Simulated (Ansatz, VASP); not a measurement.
Given: the input of a run of Ansatz 0.2.0 on Te.

File input.yaml:

```yaml
crystal:
  lattice:
    - [2.3658245768, 1.3659094563, 1.7348940964]
    - [-2.3658245768, 1.3659094563, 1.7348940964]
    - [0.0, -2.7318189126, 1.7348940964]
  atoms:
    - { symbol: Te, position: [0.5, 0.5, 0.5] }
kpoints:
  mp_grid: { grid: [7, 7, 7] }
scf:
  occupations: { method: fermi_dirac, width: 0.05 }
hamiltonian:
  xc: pbe
  dispersion: d4
  pseudopotentials:
    kind: all_electron
    lapw: { basis_error: 0.002 }
    nuclear_model: point
magnetization:
  noncollinear: true
  spin_orbit: true
output:
  forces: true
  stress: true
  eigenvalues: true
```

Potentials or basis: all-electron LAPW, point nuclei.

Command:

```bash
$ ansatz run input.yaml --threads 1 --pin off --max-ram 2560MiB --backend cpu --events-out ev --progress --plain --runs-dir out
```

Task: Translate it to VASP 6.6.1. Potentials there: VASP PAW PBE potentials, release 64 (Te).

Result: As run (the cutoff follows the program's own potentials):

File INCAR:

```
PREC = Accurate ; ENCUT = 520
EDIFF = 1E-6 ; ISMEAR = -1
SIGMA = 0.05 ; LREAL = F
LASPH = T ; NELM = 150
ALGO = Normal ; ISIF = 2
LWAVE = F ; LCHARG = F
MAGMOM = 0 0 0 ; LORBIT = 11
LSORBIT = T ; GGA_COMPAT = F
LORBMOM = T ; GGA = PE
IVDW = 13 ; NBANDS = 17
```

KPOINTS

```
Automatic mesh
0
Gamma
  7 7 7
```

POSCAR

```
Te
1.0
    2.3658245768      1.3659094563      1.7348940964
   -2.3658245768      1.3659094563      1.7348940964
    0.0000000000     -2.7318189126      1.7348940964
Te
1
Direct
    0.5000000000      0.5000000000      0.5000000000
```

Potentials or basis: VASP PAW PBE potentials, release 64 (Te).

Launch:

```console
$ cat potpaw_PBE.64/Te/POTCAR > POTCAR
$ mpirun -np 1 vasp_ncl > vasp.out
```

Both were run:

|  | VASP | Ansatz | Ansatz less VASP |
| --- | --- | --- | --- |
| gap on the k mesh at the Fermi level (eV) | none | none | - |
| pressure (GPa) | -3.6 | -3.5 | +0.08 |
| largest component of the traceless stress (GPa) | 0.59 | 0.58 | -0.012 |
| net moment per atom (μB) | 0.00 | 0.00 | 0.000 |
| dispersion energy (meV/atom) | -478.3 | -478.5 | -0.21 |

A gap of «none» marks a metal or a gap that the smearing closes. Ansatz ran all-electron here, so the differences hold the error of VASP's frozen core and of both bases.

Caveats: pairwise dispersion overbinds metals, which lowers pressure and volume (Ansatz).
